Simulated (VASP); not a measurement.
# Rb (P-1) in VASP: single point with PBE

Aim: the single point of Rb with PBE.

All numbers are computed with VASP 6.6.1; they aren't measurements. Logs are shortened: lines on timing, memory, paths and dates and some standing lists are left out, and cuts for length are marked.

**1. The cell of the first run**

The typed cell holds 1 atom: a = 4.743 Å, b = 4.665 Å, c = 4.764 Å, α = 110.75°, β = 110.36°, γ = 107.53°.

**2. Single point, PBE (all atoms moved at random, cell strained at random)**

Input file INCAR:

```
ALGO = Fast
EDIFF = 1E-7
ENCUT = 520
GGA = PE
ISIF = 2
ISMEAR = 0
LASPH = T
LCHARG = F
LREAL = F
LWAVE = F
NBANDS = 10
NELM = 100
PREC = Accurate
SIGMA = 0.1
```

Input file KPOINTS:

```
k-points
0
Gamma
  10 10 10
```

Input file POSCAR:

```
Rb
1.0
   -2.6943212000      2.7054049000      2.8146144200
    2.6360686400     -2.6962012200      2.7471581800
    2.7217638800      2.7236439000     -2.8054107400
Rb
1
Direct
    0.0000000000      0.0000000000      0.0000000000
```

Potentials or basis: VASP PAW PBE potentials, release 64 (Rb_sv).

The run is started by

```console
> cat potpaw_PBE.64/Rb_sv/POTCAR > POTCAR
> mpirun -np 1 vasp_std > vasp.out
```

OUTCAR:

```text
EDIFF = 1E-7
   ENCUT = 520
   GGA = PE
   ISIF = 2
   ISMEAR = 0
   LASPH = T
   LREAL = F
   NELM = 100
   PREC = Accurate

 ion  position               nearest neighbor table
   1  0.000  0.000  0.000-

  LATTYP: Found a triclinic cell.
 ALAT       =     4.6653228141
 B/A-ratio  =     1.6267114415
 C/A-ratio  =     1.0211707320
 COS(alpha) =     0.0004078670
 COS(beta)  =     0.3543433152
 COS(gamma) =     0.8029704081

  Lattice vectors:

 A1 = (  -2.6360686400,   2.6962012200,  -2.7471581800)
 A2 = (  -5.3303898400,   5.4016061200,   0.0674562400)
 A3 = (   2.7217638800,   2.7236439000,  -2.8054107400)

Analysis of symmetry for initial positions (statically):
=====================================================================
 Subroutine PRICEL returns:
 Original cell was already a primitive cell.

 Routine SETGRP: Setting up the symmetry group for a
 triclinic supercell.

 Subroutine GETGRP returns: Found  2 space group operations
 (whereof  2 operations were pure point group operations)
 out of a pool of  2 trial point group operations.

The static configuration has the point symmetry S_2 .

Analysis of symmetry for dynamics (positions and initial velocities):
=====================================================================
 Subroutine PRICEL returns:
 Original cell was already a primitive cell.

 Routine SETGRP: Setting up the symmetry group for a
 triclinic supercell.

 Subroutine GETGRP returns: Found  2 space group operations
 (whereof  2 operations were pure point group operations)
 out of a pool of  2 trial point group operations.

The dynamic configuration has the point symmetry S_2 .

 Subroutine INISYM returns: Found  2 space group operations
 (whereof  2 operations are pure point group operations),
 and found     1 'primitive' translations

----------------------------------------------------------------------------------------

                                     Primitive cell

  volume of cell :      80.8787

  direct lattice vectors                    reciprocal lattice vectors
    -2.694321200  2.705404900  2.814614420     0.001009799  0.183884916  0.179505075
     2.636068640 -2.696201220  2.747158180     0.188625450 -0.001261621  0.181776495
     2.721763880  2.723643900 -2.805410740     0.185721875  0.183252761  0.001641954

  length of vectors
     4.743483608  4.665322814  4.764091113     0.256976173  0.261961535  0.260915475

  position of ions in fractional coordinates (direct lattice)
     0.000000000  0.000000000  0.000000000

  ion indices of the primitive-cell ions
   primitive index   ion index
                 1           1

----------------------------------------------------------------------------------------

 KPOINTS: k-points

Automatic generation of k-mesh.
 Grid dimensions read from file:
 generate k-points for:   10   10   10

 Generating k-lattice:

  Cartesian coordinates                     Fractional coordinates (reciprocal lattice)
     0.000100980  0.018388492  0.017950507     0.100000000  0.000000000  0.000000000
     0.018862545 -0.000126162  0.018177649     0.000000000  0.100000000  0.000000000
     0.018572187  0.018325276  0.000164195     0.000000000 -0.000000000  0.100000000

  Length of vectors
     0.025697617  0.026196154  0.026091548

  Shift w.r.t. Gamma in fractional coordinates (k-lattice)
     0.000000000  0.000000000  0.000000000

 Subroutine IBZKPT returns following result:
 ===========================================

 Found    504 irreducible k-points:

 Following reciprocal coordinates:
            Coordinates               Weight
  0.000000  0.000000  0.000000      1.000000
  0.100000 -0.000000 -0.000000      2.000000
  0.200000 -0.000000 -0.000000      2.000000
  0.300000 -0.000000  0.000000      2.000000
  0.400000 -0.000000  0.000000      2.000000
  0.500000 -0.000000  0.000000      1.000000
[... 16 lines left out ...]
 -0.400000  0.200000  0.000000      2.000000
 -0.300000  0.200000  0.000000      2.000000
 [... further k-points ...]
   k-points           NKPTS =    504   k-points in BZ     NKDIM =    504   number of bands    NBANDS=     10
   number of dos      NEDOS =    301   number of ions     NIONS =      1
   total plane-waves  NPLWV =  46656
   dimension x,y,z NGX =    36 NGY =   36 NGZ =   36
   dimension x,y,z NGXF=    72 NGYF=   72 NGZF=   72
   ions per type =               1
   NGX,Y,Z   is equivalent  to a cutoff of  12.62, 12.83, 12.56 a.u.
   NGXF,Y,Z  is equivalent  to a cutoff of  25.23, 25.66, 25.12 a.u.
 SYSTEM =  unknown system
   PREC   = accura    normal or accurate (medium, high low for compatibility)
   ISTART =      0    job   : 0-new  1-cont  2-samecut
   ICHARG =      2    charge: 1-file 2-atom 10-const
   ISPIN  =      1    spin polarized calculation?
   LNONCOLLINEAR =      F non collinear calculations
   LSORBIT =      F    spin-orbit coupling
   LASPH  =      T    aspherical Exc in radial PAW
   ENCUT  =  520.0 eV  38.22 Ry    6.18 a.u.   8.82  8.67  8.86*2*pi/ulx,y,z
   NELM   =    100;   NELMIN=  2; NELMDL= -5     # of ELM steps
   EDIFF  = 0.1E-06   stopping-criterion for ELM
   LREAL  =      F    real-space projection
   EDIFFG = 0.1E-05   stopping-criterion for IOM
   NSW    =      0    number of steps for IOM
   IBRION =     -1    ionic relax: 0-MD 1-quasi-New 2-CG
   NFREE  =      0    steps in history (QN), initial steepest desc. (CG)
   ISIF   =      2    stress and relaxation
   ISYM   =      2    0-nonsym 1-usesym 2-fastsym
   POTIM  = 0.5000    time-step for ionic-motion
   TEBEG  =    0.0;   TEEND  =   0.0 temperature during run
   PSTRESS=    0.0 pullay stress
   NELECT =       9.0000    total number of electrons
   NUPDOWN=      -1.0000    fix difference up-down
   EMIN   =  10.00;   EMAX   =-10.00  energy-range for DOS
   EFERMI =   0.00;   METHOD = LEGACY
   ISMEAR =     0;   SIGMA  =   0.10  broadening in eV -4-tet -1-fermi 0-gaus
   EFERMI_NEDOS =   21; number of points for ismear=-14 and -15
   IALGO  =     68    algorithm
   IMIX   =      4    mixing-type and parameters
     AMIX     =   0.40;   BMIX     =  1.00
     AMIX_MAG =   1.60;   BMIX_MAG =  1.00
  volume/ion in A,a.u.               =      80.88       545.80
  Fermi-wavevector in a.u.,A,eV,Ry     =   0.787428  1.488024  8.436199  0.620043
  Thomas-Fermi vector in A             =   1.892167
   LORBIT       =      0    0 simple, 1 ext, 2 COOP (PROOUT), +10 PAW based schemes
   GGA     = PE    functional components
   LHFCALC =     F    Hartree Fock is set to
   AEXX    =    0.0000 exact exchange contribution
   IVDW    =     0    specifies the selected vdW correction
   LEPSILON=     F    determine dielectric tensor
   LRPA    =     F    only Hartree local field effects (RPA)
 non-spin polarized calculation
 RMM-DIIS sequential band-by-band and
 Gauss-broadening in eV      SIGMA  =   0.10
  energy-cutoff  :      520.00
  volume of cell :       80.88
 maximum number of plane-waves:      2199
   NGX = 17   NGY = 17   NGZ = 17

 number of electron       9.0000000 magnetization

 Free energy of the ion-electron system (eV)
  ---------------------------------------------------
  ext. energy  EPLUGINS =         0.00000000
  ---------------------------------------------------
  free energy    TOTEN  =        -0.92325714 eV

  energy without entropy =       -0.91728893  energy(sigma->0) =       -0.92027303

 E-fermi :   0.3008     XC(G=0):  -5.7588

 val. band max:        0.3007169901   @ k =   0.5000   0.2000   0.3000
 cond. band min:       0.3026001143   @ k =  -0.4000  -0.2000   0.4000
 fundamental gap:      0.0018831243
 Fermi energy:         0.3008355006

 k-point     1 :       0.0000    0.0000    0.0000
  band No.  band energies     occupation
      1     -28.5561      2.00000
      2     -12.5852      2.00000
      3     -12.5837      2.00000
      4     -12.5814      2.00000
      5      -1.8385      2.00000
      6       3.9710      0.00000
      7       4.0621      0.00000
      8       4.2034      0.00000
      9       4.9802      0.00000
     10       5.2293      0.00000

 k-point     2 :       0.1000   -0.0000   -0.0000
  band No.  band energies     occupation
      1     -28.5554      2.00000
      2     -12.5978      2.00000
      3     -12.5885      2.00000
      4     -12.5823      2.00000
      5      -1.7095      2.00000
      6       3.7911      0.00000
      7       3.9424      0.00000
      8       4.2662      0.00000
      9       4.7784      0.00000
     10       5.1593      0.00000

 k-point     3 :       0.2000   -0.0000   -0.0000
  band No.  band energies     occupation
      1     -28.5536      2.00000
      2     -12.6342      2.00000
      3     -12.5992      2.00000
      4     -12.5823      2.00000
      5      -1.3367      2.00000
      6       3.1477      0.00000
      7       3.6070      0.00000
      8       4.6201      0.00000
      9       4.7674      0.00000
     10       5.0919      0.00000

 k-point     4 :       0.3000   -0.0000    0.0000
  band No.  band energies     occupation
      1     -28.5513      2.00000
      2     -12.6782      2.00000
      3     -12.6127      2.00000
      4     -12.5821      2.00000
      5      -0.7621      2.00000
      6       2.3804      0.00000
      7       3.2837      0.00000
      8       4.8858      0.00000
      9       5.0930      0.00000
     10       5.2707      0.00000

 k-point     5 :       0.4000   -0.0000    0.0000
  band No.  band energies     occupation
      1     -28.5495      2.00000
      2     -12.7132      2.00000
      3     -12.6236      2.00000
      4     -12.5819      2.00000
      5      -0.0635      2.00000
      6       1.6421      0.00000
      7       3.0659      0.00000
      8       4.8309      0.00000
      9       5.3584      0.00000
     10       6.0398      0.00000

 k-point     6 :       0.5000   -0.0000    0.0000
  band No.  band energies     occupation
      1     -28.5489      2.00000
      2     -12.7264      2.00000
      3     -12.6277      2.00000
      4     -12.5818      2.00000
      5       0.4675      0.01841
      6       1.1185      0.00000
      7       2.9901      0.00000
      8       4.7347      0.00000
      9       5.7279      0.00000
     10       5.8554      0.00000
[... 183 lines left out ...]
 k-point    21 :       0.4000    0.2000   -0.0000
  band No.  band energies     occupation
      1     -28.5480      2.00000
      2     -12.7080      2.00000
      3     -12.6486      2.00000
      4     -12.5990      2.00000
      5       0.8916      0.00000
      6       1.2093      0.00000
      7       2.4665      0.00000
      8       4.4726      0.00000
      9       5.5159      0.00000
     10       5.5597      0.00000

 k-point    22 :       0.5000    0.2000   -0.0000
  band No.  band energies     occupation
      1     -28.5486      2.00000
      2     -12.7011      2.00000
      3     -12.6412      2.00000
      4     -12.5992      2.00000
      5       0.2902      1.11918
      6       1.7622      0.00000
      7       2.5524      0.00000
      8       4.6256      0.00000
      9       5.1386      0.00000
     10       5.8664      0.00000

 k-point    23 :      -0.4000    0.2000    0.0000
  band No.  band energies     occupation
      1     -28.5501      2.00000
      2     -12.6839      2.00000
      3     -12.6232      2.00000
      4     -12.5973      2.00000
      5      -0.3996      2.00000
      6       2.3591      0.00000
      7       2.7869      0.00000
      8       4.6803      0.00000
      9       5.0930      0.00000
     10       5.6999      0.00000

 k-point    24 :      -0.3000    0.2000    0.0000
  band No.  band energies     occupation
      1     -28.5519      2.00000
      2     -12.6587      2.00000
      3     -12.6089      2.00000
      4     -12.5906      2.00000
      5      -0.9539      2.00000
      6       2.8687      0.00000
      7       3.1375      0.00000
      8       4.6574      0.00000
      9       4.8528      0.00000
     10       5.3896      0.00000

 [... further k-points ...]

------------------------ aborting loop because EDIFF is reached ----------------------------------------

  FORCE on cell =-STRESS in cart. coord.  units (eV):
  Direction    XX          YY          ZZ          XY          YZ          ZX
  --------------------------------------------------------------------------------------
  -------------------------------------------------------------------------------------
  Total        0.2069079      0.2098288      0.2232305     -0.0100441     -0.0035919      0.0221563
  in kB        4.0987708      4.1566328      4.4221148     -0.1989703     -0.0711548      0.4389092
  external PRESSURE =       4.2258395 kB  Pullay stress =       0.0000000 kB

 VOLUME and BASIS-vectors are now :
 -----------------------------------------------------------------------------
  energy-cutoff  :      520.00
  volume of cell :       80.88
      direct lattice vectors                 reciprocal lattice vectors
    -2.694321200  2.705404900  2.814614420     0.001009799  0.183884916  0.179505075
     2.636068640 -2.696201220  2.747158180     0.188625450 -0.001261621  0.181776495
     2.721763880  2.723643900 -2.805410740     0.185721875  0.183252761  0.001641954

 POSITION                                       TOTAL-FORCE (eV/Angst)
 -----------------------------------------------------------------------------------
      0.00000      0.00000      0.00000         0.000000      0.000000      0.000000
 -----------------------------------------------------------------------------------
    total drift:                               -0.000000     -0.000000      0.000000

  FREE ENERGIE OF THE ION-ELECTRON SYSTEM (eV)
  ---------------------------------------------------
  free  energy   TOTEN  =        -0.9232571398 eV

  energy  without entropy=       -0.9172889271  energy(sigma->0) =       -0.92027303
```

Wall time 3.8 min (1 thread of AMD EPYC 9R45 (Zen 5), shared host); peak memory 0.46 GiB.

Results:

| Item | Value |
| --- | --- |
| Free energy | -0.9233 eV |
| Pressure | 0.4 GPa |
| Band gap on the k mesh | none (metal or under the smearing width) |

Levels at points of the mesh, in eV from the Fermi level:
```csv
k point,band 1,band 2,band 3,band 4,band 5,band 6,band 7,band 8
"(0.00, 0.00, 0.00)",-28.86,-12.89,-12.88,-12.88,-2.14,3.67,3.76,3.90
"(0.50, 0.00, 0.00)",-28.85,-13.03,-12.93,-12.88,0.17,0.82,2.69,4.43
"(0.00, 0.50, 0.00)",-28.85,-13.03,-12.93,-12.89,0.23,0.92,2.61,4.40
"(0.50, 0.50, 0.00)",-28.85,-13.03,-12.93,-12.89,0.25,0.95,2.48,4.56
"(0.00, 0.00, 0.50)",-28.85,-13.03,-12.93,-12.89,0.22,0.90,2.48,4.63
"(0.50, 0.00, 0.50)",-28.85,-13.02,-12.93,-12.88,0.16,0.81,2.62,4.54
"(0.00, 0.50, 0.50)",-28.85,-13.03,-12.93,-12.88,0.18,0.84,2.69,4.41
"(0.50, 0.50, 0.50)",-28.84,-13.00,-12.98,-12.98,1.11,1.21,3.36,3.61
```
